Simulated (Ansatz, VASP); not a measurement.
## GaAs in VASP and in Ansatz

Contents of INCAR:

```
SYSTEM = GaAs
ALGO = Normal
EDIFF = 1E-6
ENCUT = 520
GGA = PS
ISIF = 2
ISMEAR = -1
LASPH = .True.
LCHARG = .False.
LREAL = .False.
LWAVE = .False.
NBANDS = 16
NELM = 60
PREC = Accurate
SIGMA = 0.05
```

Contents of KPOINTS:

```
k-points
0
Gamma
  8 8 8
  0 0 0
```

File POSCAR:

```
GaAs
1.0
    0.0000000000      2.8268500000      2.8268500000
    2.8268500000      0.0000000000      2.8268500000
    2.8268500000      2.8268500000      0.0000000000
As Ga
1 1
Direct
    0.7500000000      0.7500000000      0.7500000000
    0.0000000000      0.0000000000      0.0000000000
```

Contents of input.yaml:

```yaml
crystal:
  lattice:
    - [0.0, 2.82685, 2.82685]
    - [2.82685, 0.0, 2.82685]
    - [2.82685, 2.82685, 0.0]
  atoms:
    - { symbol: As, position: [0.75, 0.75, 0.75] }
    - { symbol: Ga, position: [0.0, 0.0, 0.0] }
kpoints:
  mp_grid: { grid: [8, 8, 8] }
  band_path:
    path:
      - [0.0, 0.0, 0.0]
      - [0.5, 0.0, 0.5]
      - [0.5, 0.25, 0.75]
      - [0.375, 0.375, 0.75]
      - [0.0, 0.0, 0.0]
      - [0.5, 0.5, 0.5]
      - [0.625, 0.25, 0.625]
      - [0.5, 0.25, 0.75]
    npoints: 12
scf:
  occupations: { method: fermi_dirac, width: 0.05 }
hamiltonian:
  xc: pbesol
  pseudopotentials:
    kind: all_electron
    lapw: { basis_error: 0.001 }
    relativity: none
output:
  forces: true
  stress: true
  eigenvalues: true
```

Alike in both runs: functional PBEsol; k mesh 8 × 8 × 8; occupations fermi-dirac, width 0.05 eV; no spin polarisation.

|  | VASP | Ansatz |
| --- | --- | --- |
| version | VASP 6.6.1 | Ansatz 0.2.0 |
| potentials or method | VASP PAW PBE potentials, release 64 (As, Ga_d) | all-electron LAPW, non-relativistic |
| plane-wave cutoff (eV) | 520 | see its input |
| task | single point | band structure |

VASP gave:

* gap on the k mesh at the Fermi level (eV): 0.46
* least direct gap on the mesh (eV): 0.46
* pressure (GPa): 0.3

Task: Estimate Ansatz's values.

Result: gap on the k mesh at the Fermi level (eV): 1.10; least direct gap on the mesh (eV): 1.10; pressure (GPa): 0.9.

Ansatz ran all-electron here, so the differences hold the error of VASP's frozen core and of both bases.

Caveats: the PAW data sets were made with another functional, which shifts forces and pressure a little (VASP); relativity is left out, which matters for the heavier elements (Ansatz).

A gap of «none» marks a metal or a gap under the smearing width.
